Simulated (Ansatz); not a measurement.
# ZnS: computed properties

These are results of Ansatz, DFT r2SCAN, scalar-relativistic, plane waves, PAW, not measurements.

Settings: cutoff 500 eV, Γ-centred mesh 6×6×4 on the computed 4-atom cell, Gaussian smearing of 0.02 eV; no spin polarisation.

The structure is relaxed at this level of theory with its symmetry kept.

```cif
data_structure
_symmetry_space_group_name_H-M 'P6_3mc'
_symmetry_Int_Tables_number 186
_cell_length_a 3.8067
_cell_length_b 3.8067
_cell_length_c 6.2457
_cell_angle_alpha 90.000
_cell_angle_beta 90.000
_cell_angle_gamma 120.000
_cell_volume 78.38
loop_
_atom_site_label
_atom_site_type_symbol
_atom_site_symmetry_multiplicity
_atom_site_Wyckoff_symbol
_atom_site_fract_x
_atom_site_fract_y
_atom_site_fract_z
_atom_site_occupancy
Zn1 Zn 2 b 0.33333 0.66667 0.00539 1
S1 S 2 b 0.33333 0.66667 0.37961 1
```

Formation energy from the elements' standard states (uncorrected)?

-0.979 eV/atom.

Generalised Kohn–Sham band gap?

2.78 eV, direct at Γ.

Löwdin character of the top 1 eV of the valence band?

S 3p 87 %, Zn 3d 9 %.

Löwdin character of the lowest 1 eV of the conduction band?

Zn 4s 56 %, S 3s 24 %, S 3p 12 %, unprojected 7 %.

Electron masses at the edge by Cartesian direction of the standard setting (m_e; degenerate bands sorted by energy; no spin-orbit coupling)?

x: 0.21; y: 0.21; z: 0.18.

Hole masses at the edge by Cartesian direction of the standard setting (m_e; degenerate bands sorted by energy; no spin-orbit coupling)?

x: 1.6, 0.20; y: 1.6, 0.20; z: 1.5, 1.5.

Bulk modulus?

78 GPa.

Its pressure derivative?

4.3.

Electronic dielectric constant xx, yy, zz of the standard setting (independent particles)?

5.6, 5.6, 5.7.

Bader charges (e)?

Zn (2 in the cell) 0.97, S (2 in the cell) -0.97.